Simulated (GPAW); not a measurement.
ZnS:

```
Zn S
1.0
     0.00000    2.70200    2.70200
     2.70200    0.00000    2.70200
     2.70200    2.70200    0.00000
Zn S
1 1
Direct
  0.25000 0.25000 0.25000
  0.00000 0.00000 0.00000
```

Program: GPAW 26.7.0. Alike in all runs: no spin polarisation; cell as given.

**Question.** Order these runs on this cell by their band gap on the k mesh, lowest first.
A. level LDA; potentials or basis PAW data sets generated in the run's folder for this functional, pw; k mesh 5 × 5 × 5; cutoff (eV) 510; smearing fermi-dirac 0.01 eV
B. level mBEEF; potentials or basis GPAW PAW data sets (gpaw-data 1.2.1), pw; k mesh 7 × 7 × 7; cutoff (eV) 600; smearing fermi-dirac 0.05 eV; band path GXWKGLUWLK,UX; band points 60
C. level BEEF-vdW; potentials or basis GPAW PAW data sets (gpaw-data 1.2.1), pw; k mesh 7 × 7 × 7; cutoff (eV) 600; smearing fermi-dirac 0.05 eV; band path GXWKGLUWLK,UX; band points 60
D. level SCAN; potentials or basis GPAW PAW data sets (gpaw-data 1.2.1), pw; k mesh 7 × 7 × 7; cutoff (eV) 600; smearing fermi-dirac 0.05 eV; band path GXWKGLUWLK,UX; band points 60
E. level PBE; potentials or basis GPAW PAW data sets (gpaw-data 1.2.1), lcao:dzp; k mesh 7 × 7 × 7; smearing fermi-dirac 0.05 eV; band path GXWKGLUWLK,UX; band points 60; grid spacing 0.2 Å

**Answer.** A (1.86 eV), E (2.12 eV), C (2.32 eV), D (2.60 eV), B (2.94 eV).

Caveats: the basis of atomic orbitals isn't converged, which shifts pressures, moduli and gaps (some runs); an odd mesh through Γ misses points on the zone boundary, where band edges often lie (some runs).

Not every run made on this cell is shown here.
